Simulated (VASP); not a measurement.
**VASP 6.6.1 run: SrO**

INCAR

```
NELM = 120
ISIF = 2
LWAVE = .FALSE.
LREAL = .TRUE.
ISMEAR = -1
LCHARG = .FALSE.
LASPH = .TRUE.
SIGMA = 0.02
IBRION = -1
PREC = Accurate
GGA = PE
NSW = 0
EDIFF = 1E-7
ENCUT = 520
NBANDS = 15
```

KPOINTS

```
KPOINTS created by Atomic Simulation Environment
0
Gamma
8 8 8
0 0 0
```

POSCAR

```
Sr O
 1.0000000000000000
     0.0000000000000000    2.5927917888000001    2.5734425963000001
     2.5927917888000001    0.0000000000000000    2.5734425963000001
     2.5927917888000001    2.5927917888000001    0.0000000000000000
 Sr  O
   1   1
Cartesian
  0.0000000000000000  0.0000000000000000  0.0000000000000000
  2.5927917887999996  2.5927917887999996  2.5734425962999996
```

The recommended PBE PAW datasets give the neutral cell 16 valence electrons.

Command

```
mpirun -np 1 vasp_std
```

OSZICAR

```
N       E                     dE             d eps       ncg     rms          rms(c)
DAV:   1     0.684833288075E+02    0.68483E+02   -0.84496E+03  1770   0.104E+03
DAV:   2    -0.110439032222E+02   -0.79527E+02   -0.73330E+02  2398   0.221E+02
DAV:   3    -0.140749416922E+02   -0.30310E+01   -0.30175E+01  2391   0.389E+01
DAV:   4    -0.141341352127E+02   -0.59194E-01   -0.59188E-01  2147   0.536E+00
DAV:   5    -0.141357715485E+02   -0.16363E-02   -0.16363E-02  2315   0.733E-01    0.159E+01
DAV:   6    -0.120946305608E+02    0.20411E+01   -0.67677E+00  1819   0.194E+01    0.188E+01
DAV:   7    -0.119482860415E+02    0.14634E+00   -0.31190E-01  2050   0.493E+00    0.109E+01
DAV:   8    -0.119385173521E+02    0.97687E-02   -0.11948E-01  2246   0.346E+00    0.414E-01
DAV:   9    -0.119397871237E+02   -0.12698E-02   -0.58482E-03  2239   0.487E-01    0.235E-01
DAV:  10    -0.119402335162E+02   -0.44639E-03   -0.44091E-04  1945   0.198E-01    0.870E-02
DAV:  11    -0.119403759122E+02   -0.14240E-03   -0.14513E-04  1931   0.895E-02    0.275E-02
DAV:  12    -0.119403946646E+02   -0.18752E-04   -0.27904E-05  1868   0.385E-02    0.242E-02
DAV:  13    -0.119403945984E+02    0.66274E-07   -0.15616E-06  1994   0.110E-02    0.332E-03
DAV:  14    -0.119403943018E+02    0.29653E-06   -0.13669E-07  2292   0.281E-03    0.225E-03
DAV:  15    -0.119403942867E+02    0.15095E-07   -0.94875E-09   997   0.946E-04
   1 F= -.11940394E+02 E0= -.11940394E+02  d E =-.464410E-12
```

From OUTCAR

```
k-points           NKPTS =     59   k-points in BZ     NKDIM =     59   number of bands    NBANDS=     15

   NELECT =      16.0000    total number of electrons

   dimension x,y,z NGX =    28 NGY =   28 NGZ =   28
   dimension x,y,z NGXF=    56 NGYF=   56 NGZF=   56

  energy-cutoff  :      520.00
  volume of cell :       34.60
      direct lattice vectors                 reciprocal lattice vectors
     0.000000000  2.592791789  2.573442596    -0.192842326  0.192842326  0.194292269
     2.592791789  0.000000000  2.573442596     0.192842326 -0.192842326  0.194292269
     2.592791789  2.592791789  0.000000000     0.192842326  0.192842326 -0.194292269

 k-points in reciprocal lattice and weights: KPOINTS created by Atomic Simulation Env
   0.00000000  0.00000000  0.00000000       0.002
   0.12500000  0.00000000  0.00000000       0.016
   0.25000000  0.00000000  0.00000000       0.016
   0.37500000  0.00000000  0.00000000       0.016
   0.50000000  0.00000000  0.00000000       0.008
   0.12500000  0.12500000  0.00000000       0.004
   0.25000000  0.12500000  0.00000000       0.016
   0.37500000  0.12500000  0.00000000       0.016
   ...

 E-fermi :   2.0600

 k-point     1 :       0.0000    0.0000    0.0000
  band No.  band energies     occupation
      1     -30.8688      2.00000
      2     -13.4710      2.00000
      3     -12.5280      2.00000
      4     -12.5280      2.00000
      5     -12.5224      2.00000
      6       1.5805      2.00000
      7       1.5805      2.00000
      8       1.6049      2.00000
      9       5.4383      0.00000
     10       7.7324      0.00000
     11       7.7324      0.00000
     12       7.7878      0.00000
     13       9.8281      0.00000
     14       9.9291      0.00000
     15      14.2042      0.00000

 k-point     2 :       0.1250    0.0000    0.0000
  band No.  band energies     occupation
      1     -30.8504      2.00000
      2     -13.8452      2.00000
      3     -12.5406      2.00000
      4     -12.5353      2.00000
      5     -12.1973      2.00000
      6       1.1399      2.00000
      7       1.3910      2.00000
      8       1.4046      2.00000
      9       6.1295      0.00000
     10       7.6026      0.00000
     11       8.0345      0.00000
     12       8.0670      0.00000
     13      10.2220      0.00000
     14      10.3265      0.00000
     15      15.1798      0.00000

 k-point     3 :       0.2500    0.0000    0.0000
  band No.  band energies     occupation
      1     -30.8055      2.00000
      2     -14.4085      2.00000
      3     -12.5708      2.00000
      4     -12.5612      2.00000
      5     -11.7446      2.00000
      6       0.3271      2.00000
      7       0.9813      2.00000
      8       0.9879      2.00000
      9       7.4962      0.00000
     10       7.6883      0.00000
     11       8.8524      0.00000
     12       8.8723      0.00000
     13      11.2104      0.00000
     14      11.3196      0.00000
     15      17.1109      0.00000

 ...

  Total       -0.3315492     -0.3315492     -1.5933318      0.0000000     -0.0000000      0.0000000
  in kB      -15.3524904    -15.3524904    -73.7797251      0.0000000     -0.0000000      0.0000000
  external PRESSURE =     -34.8282353 kB  Pullay stress =       0.0000000 kB

 POSITION                                       TOTAL-FORCE (eV/Angst)
 -----------------------------------------------------------------------------------
      0.00000      0.00000      0.00000        -0.000000      0.000000      0.000000
      2.59279      2.59279      2.57344         0.000000     -0.000000      0.000000
 -----------------------------------------------------------------------------------
    total drift:                                0.000000      0.000000      0.000000

  FREE ENERGIE OF THE ION-ELECTRON SYSTEM (eV)
  ---------------------------------------------------
  free  energy   TOTEN  =       -11.9403942867 eV

  energy  without entropy=      -11.9403942867  energy(sigma->0) =      -11.94039429
```

It converged. Results: gap between bands v and c on the k mesh 3.23 eV; least direct gap on the k mesh 3.35 eV; pressure -3.5 GPa. Band v is the last that the valence electrons fill when counted band by band, and c is the next.

These settings aren't sound, so the numbers aren't properties of the crystal.

On sound settings PBE gives a gap of 3.24 eV on its mesh and a pressure of 1.7 GPa for the intended cell.

The run took about 48 s on one core of a shared host (Intel Xeon Platinum 8488C) and held 0.16 GiB at most.
